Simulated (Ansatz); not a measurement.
The cell is COD entry 2300612, as deposited and not checked against the literature; nothing was relaxed. The listed cell was then made from it by scaling, straining or moving an atom.

An input for ZrO₂: DFT, PBEsol, all-electron PAW with datasets made for the crystal, scalar-relativistic (Ansatz 0.2.0).

Command: `ansatz run input.yaml --threads 2 --pin off --max-ram 8192MiB --backend cpu --events-out ev --progress --plain --runs-dir out` The run took 4.5 s on 2 threads of Intel(R) Xeon(R) 6975P-C (Granite Rapids), with other jobs on the host, peak memory 0.63 GiB.

```yaml
crystal:
  lattice:
    - [3.5961, 0.0, 0.0]
    - [0.0, 3.5961, 0.0]
    - [0.0, 0.0, 5.22877]
  atoms:
    - { symbol: Zr, position: [0.0, 0.0, 0.0] }
    - { symbol: Zr, position: [0.5, 0.5, 0.5] }
    - { symbol: O, position: [0.0, 0.5, 0.203] }
    - { symbol: O, position: [0.0, 0.5, 0.703] }
    - { symbol: O, position: [0.5, 0.0, 0.297] }
    - { symbol: O, position: [0.5, 0.0, 0.797] }
kpoints:
  mp_grid: { grid: [6, 6, 4] }
scf:
  occupations: { method: fermi_dirac, width: 0.01 }
hamiltonian:
  xc: pbesol
  pseudopotentials: { kind: all_electron, datasets: crystal }
output:
  forces: true
  stress: true
  eigenvalues: true
  efg: { contact_densities: true }
```

The results part of the log:

```
SCF 1 converged in 9 iterations: F = -203921.767259 eV  dr2 = 2.88e-8
  Residual-converged pass: ⟨swp⟩=4.8  Hψ=2662  notcnv=0  max |occ|·‖R‖ = 6.6e-6 eV (tolerance 6.7e-6 eV)  dr2=3.24e-8  dr2_onsite=1.14e-8  max |Δocc| = 0.0e0
  greatest PAW one-centre occupation: 0.970 electrons in one spin orbital (limit 2), on the Zr atom at site 1 (counted from 0), in its partial waves of l = 0
SCF converged after 9 iterations
Free energy (F): -203921.767259 eV
Harris-Foulkes:  -203921.767259 eV  (|F-HF|=1.85e-8)
Internal energy: -203921.767259 eV  (E = F + TS)
E sigma→0 (E₀):  -203921.767259 eV
Past the cutoff: the bands carry plane waves up to 1.75 times it, of which those up to 1.5 times it add -0.000113 eV an atom, each by itself; the spheres take 0.000098 eV an atom off the energy for waves past 1.75 times it
By the cutoff:   a pressure is off by up to 0.006 GPa (1.2 times the spheres' own share and the shells' term, over an atom's volume, and 0.004 GPa: a bound that held against runs at twice the plane waves)
Past the cutoffs: a stress includes 0.0014 GPa for waves and charges beyond them, in addition to the slope of what the spheres take
In the spheres:  the bands' charges fall short by 1.5e-6 e at most (sound up to 1e-3)
Fermi energy:    14.266389 eV
--- Per-component energies (eV) ---
  The terms above E_closure are by the made datasets' own strengths, without shells solved beside the bands.
--- Forces (eV/Å), atoms counted from 1 ---
  atom   1  Zr     0.00000000     0.00000000     0.00000000
  atom   2  Zr    -0.00000000     0.00000000     0.00000000
  atom   3  O      0.00000000     0.00000000    -0.13824010
  atom   4  O      0.00000000     0.00000000    -0.13824010
  atom   5  O      0.00000000     0.00000000     0.13824010
  atom   6  O      0.00000000     0.00000000     0.13824010
  max |Σ_I F_I| component: 2.78e-17 eV/Å
--- Stress (GPa, compression-positive) ---
       -3.450119       0.000000       0.000000
        0.000000      -3.450119       0.000000
        0.000000       0.000000      -5.630844
  P = ⅓ Tr σ = -4.1770 GPa (-41.770 kbar)
--- PAW observables at the nuclei: V_zz in 10²¹ V/m², potentials from the cell's mean, atoms counted from 1 ---
  atom   1  Zr V_zz =    +4.393853   η = 0.0000   by run symmetry: allowed
            electrostatic potential = -5924.285307 V   contact ρ = 489782.176714 e/Å³
  atom   2  Zr V_zz =    +4.393853   η = 0.0000   by run symmetry: allowed
            electrostatic potential = -5924.285307 V   contact ρ = 489782.176714 e/Å³
  atom   3  O  V_zz =    +0.821700   η = 0.7046   by run symmetry: allowed
            electrostatic potential = -627.176099 V   contact ρ = 2143.763367 e/Å³
  atom   4  O  V_zz =    +0.821700   η = 0.7046   by run symmetry: allowed
            electrostatic potential = -627.176099 V   contact ρ = 2143.763368 e/Å³
  atom   5  O  V_zz =    +0.821700   η = 0.7046   by run symmetry: allowed
            electrostatic potential = -627.176099 V   contact ρ = 2143.763367 e/Å³
  atom   6  O  V_zz =    +0.821700   η = 0.7046   by run symmetry: allowed
            electrostatic potential = -627.176099 V   contact ρ = 2143.763368 e/Å³
--- Band table (eV; the first three rows and the last of 30) ---
  k-point 0: bands = ["-35.0518", "-34.9988", "-13.6474", "-13.1064", "-13.1064", "-12.9851", "-12.9567", "-12.9567", "-5.2163", "-3.9300", "-3.3180", "-2.9764", "7.2521", "7.6051", "7.7422", "7.7422", "9.8023", "9.8023", "11.0136", "11.0136", "11.6486", "12.0856", "12.1951", "12.1951", "16.2420", "16.6854", "17.2969"]
  k-point 1: bands = ["-35.0440", "-35.0065", "-13.5612", "-13.0948", "-13.0848", "-13.0848", "-12.9788", "-12.9788", "-4.9543", "-3.8041", "-3.6274", "-3.1261", "7.7533", "7.9195", "7.9195", "8.1561", "9.2312", "9.2312", "10.7412", "11.2352", "11.4652", "11.4652", "12.2362", "12.2362", "16.3957", "16.9127", "17.2555"]
  k-point 2: bands = ["-35.0253", "-35.0253", "-13.3396", "-13.3396", "-13.0360", "-13.0360", "-13.0281", "-13.0281", "-4.3107", "-4.3107", "-3.4799", "-3.4799", "8.3506", "8.3506", "8.5473", "8.5473", "9.0820", "9.0820", "9.5676", "9.5676", "11.7778", "11.7778", "12.2768", "12.2768", "16.7978", "16.7978", "17.3069"]
  k-point 29: bands = ["-34.9914", "-34.9914", "-13.4607", "-13.4607", "-13.4607", "-13.4607", "-13.1229", "-13.1229", "-3.4435", "-3.4435", "-3.4435", "-3.4435", "7.9935", "7.9935", "8.2904", "8.2904", "10.4239", "10.4239", "10.4239", "10.4239", "10.9429", "10.9429", "12.2768", "12.2768", "17.4090", "17.4090", "17.7195"]
```
